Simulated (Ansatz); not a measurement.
# Electric field gradients in SiC

The cell is a measured structure from the Crystallography Open Database (COD), its atoms then relaxed with PBE in this cell.

```
CELL_PARAMETERS angstrom
1.53890 -2.66750 0.00000
1.53890 2.66750 0.00000
0.00000 0.00000 15.12190
ATOMIC_POSITIONS crystal
Si 0.16666 0.83334 0.85772
Si 0.83334 0.16666 0.35772
Si 0.50011 0.49989 0.52451
Si 0.49989 0.50011 0.02451
Si 0.83344 0.16656 0.69123
Si 0.16656 0.83344 0.19123
C 0.50018 0.49982 0.64981
C 0.49982 0.50018 0.14981
C 0.16662 0.83338 0.98268
C 0.83338 0.16662 0.48268
C 0.83340 0.16660 0.81619
C 0.16660 0.83340 0.31619
```

Atom numbers follow the list; atoms alike are taken as one site, whose name carries the number of the first.

Level of theory: DFT, PBEsol, plane waves and PAW, scalar-relativistic, 420 eV cutoff, Γ-centred 16×16×3 k-points, Fermi–Dirac smearing 0.02 eV (Ansatz 0.2.0).

C_Q = eQV_zz/h, which is 24.18 MHz for Q = 1 b and V_zz = 10²¹ V/m²; η = (V_xx − V_yy)/V_zz. Directions are in the Cartesian axes of the cell vectors above, for the atom listed; none is given where the gradient is under 0.02 or η is above 0.95.

**Question.** What field gradients does the calculation give at each kind of site?

**Answer.** 

| site | first atom | first shell | V_zz (10²¹ V/m²) | η | direction of V_zz (x, y, z) |
| --- | --- | --- | --- | --- | --- |
| Si1 | 1 | 4 C at 1.89 Å | 0.21 | 0.01 | 0.00 -0.03 1.00 |
| Si3 | 3 | 4 C at 1.89 Å | -0.054 | 0.07 | 0.00 -0.10 0.99 |
| Si5 | 5 | 4 C at 1.88–1.89 Å | 0.25 | 0.01 | 0.00 -0.02 1.00 |
| C7 | 7 | 4 Si at 1.88–1.89 Å | 0.21 | 0.06 | 0.00 0.00 1.00 |
| C9 | 9 | 4 Si at 1.89 Å | 0.063 | 0.20 | 0.00 0.00 1.00 |
| C11 | 11 | 4 Si at 1.89 Å | 0.033 | 0.38 | 0.00 -0.01 1.00 |
